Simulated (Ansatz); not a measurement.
**How far is this Si₂C from the hull?**

Computed with DFT PBE, scalar-relativistic, plane waves, PAW in Ansatz. All cells share a 420 eV cutoff and Γ-centred k meshes spaced at most about 0.3 Å⁻¹ (2π included). No spin polarisation.

Energies over the elements count from the elements' standard structures at the same level, with no fitted energy shifts.

All energies are static (0 K, no zero-point motion). The reference form of C is held partly by dispersion forces, which this level lacks.

The competitors are the elements and 2 reference phases of this chemical system (from databases or known types: Si7C, SiC), relaxed at the same level; other known phases may be missing.

The candidate was reached from: Si/C ordered on a cell of C, changed on relaxing.

```yaml
crystal:
  lattice:
    - [-1.92401, 2.88280, 4.49897]
    - [1.92401, -2.88280, 4.49897]
    - [1.92401, 2.88280, -4.49897]
  atoms:
    - { symbol: Si, position: [0.61792, 0.32183, 0.29609] }
    - { symbol: Si, position: [0.97427, 0.67817, 0.29609] }
    - { symbol: Si, position: [0.38208, 0.67817, 0.70391] }
    - { symbol: Si, position: [0.02574, 0.32183, 0.70391] }
    - { symbol: C, position: [0.38068, 0.50000, 0.88068] }
    - { symbol: C, position: [0.61932, 0.50000, 0.11932] }
```

Question: Into what would it decompose?

Answer: Its formation energy is 0.298 eV/atom. The lowest competing mixture at this composition is this:

```json
{"phase": "Si", "space group": "-", "source": "element", "share of atoms": "0.3333", "ΔE_f (eV/atom)": "-0.0007"}
{"phase": "SiC", "space group": "P6_3mc (No. 186)", "source": "Materials Project", "share of atoms": "0.6667", "ΔE_f (eV/atom)": "-0.204"}
```

The lowest database cell of Si (-0.0007) lies slightly below the reference, hence the non-zero entry.

The mixture lies at -0.136 eV/atom, and the candidate lies 0.43 eV/atom above it. The candidate matches no cell in the subsets of the Crystallography Open Database and the Materials Project at hand. The margin is far too high for a likely synthesis. It holds Si–Si nets (shortest 2.35 Å) and C–C pairs (shortest 1.38 Å).
